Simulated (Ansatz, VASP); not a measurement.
## One calculation of Al, two programs

```
CELL_PARAMETERS angstrom
0.00000 2.05061 2.05061
2.05061 0.00000 2.05061
2.05061 2.05061 0.00000
ATOMIC_POSITIONS crystal
Al 0.00000 0.00000 0.00000
```

Change from the starting cell: volume scaled by 1.04, PAW files.

Alike in both runs: task electric field gradients; functional PBEsol; k mesh 14 × 14 × 14; occupations fermi-dirac, width 0.05 eV; no spin polarisation.

```csv
,VASP,Ansatz
version,VASP 6.6.1,Ansatz 0.2.0
potentials or method,"VASP PAW PBE potentials, release 64 (Al)","PAW with Ansatz's default frozen-core files, scalar-relativistic"
plane-wave cutoff (eV),520,420
valence electrons in the cell,3,3
```

|  | VASP | Ansatz | Ansatz less VASP |
| --- | --- | --- | --- |
| pressure (GPa) | -4.6 | -4.7 | -0.04 |
| Vzz of the field gradient on the site that differs most (V/Å²) | 0.0 | 0.0 | 0.00 |

The functional is the same, so the differences come from potentials, cutoffs and numerics.

Caveats: the PAW data sets were made with another functional, which shifts forces and pressure a little (VASP).
